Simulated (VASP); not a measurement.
Set up this calculation in VASP 6.6.1, as an ASE script.

```
Task                   : single point
Functional             : PBEsol
Potentials or basis    : VASP PAW PBE potentials, release 64 (Al, N)
Cutoff                 : 500 eV
k mesh                 : 10 × 10 × 6
Occupations            : gaussian, width 0.1 eV
Spin                   : no spin polarisation
Further INCAR settings : ALGO = Fast; EDIFF = 1.00e-07; NBANDS = 16
```

The structure of AlN lies in POSCAR:

```
AlN
1.0
    3.1130000000      0.0000000000      0.0000000000
   -1.5565000000      2.6959370820      0.0000000000
    0.0000000000      0.0000000000      4.9810000000
Al N
2 2
Direct
    0.6666666667      0.3333333333      0.5000000000
    0.3333333333      0.6666666667      0.0000000000
    0.6666666667      0.3333333333      0.8800000000
    0.3333333333      0.6666666667      0.3800000000
```

The input as run:

run.py

```python
from ase.calculators.vasp import Vasp
from ase.dft.bandgap import bandgap
from ase.io import read

atoms = read('POSCAR')
calc = Vasp(
    directory='calc',
    xc='pbesol',
    pp='PBE',
    setups='minimal',
    prec='Accurate',
    encut=500,
    ediff=1e-07,
    ismear=0,
    sigma=0.1,
    lreal=False,
    lasph=True,
    nelm=80,
    algo='Fast',
    isif=2,
    lwave=False,
    lcharg=False,
    kpts=[10, 10, 6],
    gamma=True,
    nbands=16,
)
atoms.calc = calc

print('energy (eV):', atoms.get_potential_energy())
print('free energy (eV):', atoms.get_potential_energy(force_consistent=True))
print('forces (eV/A):')
print(atoms.get_forces())
print('stress (eV/A^3, Voigt):', atoms.get_stress())
print('Fermi level (eV):', calc.get_fermi_level())
gap, top, bottom = bandgap(calc)
print('band gap (eV):', gap, 'from (spin, k, band)', top, 'to', bottom)
```

Potentials or basis: VASP PAW PBE potentials, release 64 (Al, N).

Launch:

```console
$ python run.py
```

It gave:

```json
{
  "Pressure": "0.2 GPa",
  "Largest force": "0.132 eV/Å",
  "Band gap on the k mesh": "4.15 eV, direct"
}
```

Caveat: the PAW data sets were made with another functional, which shifts forces and pressure a little.

Wall time 30 s on 1 thread of Intel(R) Xeon(R) Platinum 8375C CPU @ 2.90GHz (Ice Lake), on a shared host, peak memory 0.16 GiB.
